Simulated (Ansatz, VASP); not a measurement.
## One calculation of Al, two programs

The input INCAR:

```
ALGO = Normal ; EDIFF = 1E-6
ENCUT = 520 ; ISIF = 2
ISMEAR = 1 ; LASPH = True
LCHARG = False ; LREAL = False
LWAVE = False ; NBANDS = 8
NELM = 60 ; PREC = Accurate
SIGMA = 0.2
```

KPOINTS

```
k-points
0
Gamma
  20 20 20
```

Contents of POSCAR:

```
Al
1.0
   -1.5832625966      1.5832625966      1.5912186900
    1.5832625966     -1.5832625966      1.5912186900
    1.5832625966      1.5832625966     -1.5912186900
Al
1
Direct
    0.0000000000      0.0000000000      0.0000000000
```

Input for Ansatz:

```yaml
crystal:
  lattice:
    - [-1.5832625966, 1.5832625966, 1.59121869]
    - [1.5832625966, -1.5832625966, 1.59121869]
    - [1.5832625966, 1.5832625966, -1.59121869]
  atoms:
    - { symbol: Al, position: [0.0, 0.0, 0.0] }
basis:
  ecutwfc: 420
kpoints:
  mp_grid: { grid: [20, 20, 20] }
hamiltonian:
  xc: lda
scf:
  occupations: { method: methfessel_paxton, width: 0.2 }
output:
  forces: true
  stress: true
  eigenvalues: true
```

Change from the starting cell: strain -0.0050 x Voigt [1, 1, 0, 0, 0, 0], atoms carried along.

Alike in both runs: task single point; functional LDA; k mesh 20 × 20 × 20; occupations methfessel-paxton of order 1, width 0.2 eV; no spin polarisation.

|  | VASP | Ansatz |
| --- | --- | --- |
| version | VASP 6.6.1 | Ansatz 0.2.0 |
| potentials or method | VASP PAW LDA potentials, release 64 (Al) | scalar-relativistic, plane waves, PAW |
| plane-wave cutoff (eV) | 520 | 420 |
| valence electrons in the cell | 3 | 3 |

```tsv
	VASP	Ansatz	Ansatz less VASP
gap on the k mesh at the Fermi level (eV)	none	none	-
pressure (GPa)	1.3	1.2	-0.08
largest component of the traceless stress (GPa)	0.20	0.20	-0.002
```

A gap of «none» marks a metal or a gap that the smearing closes.
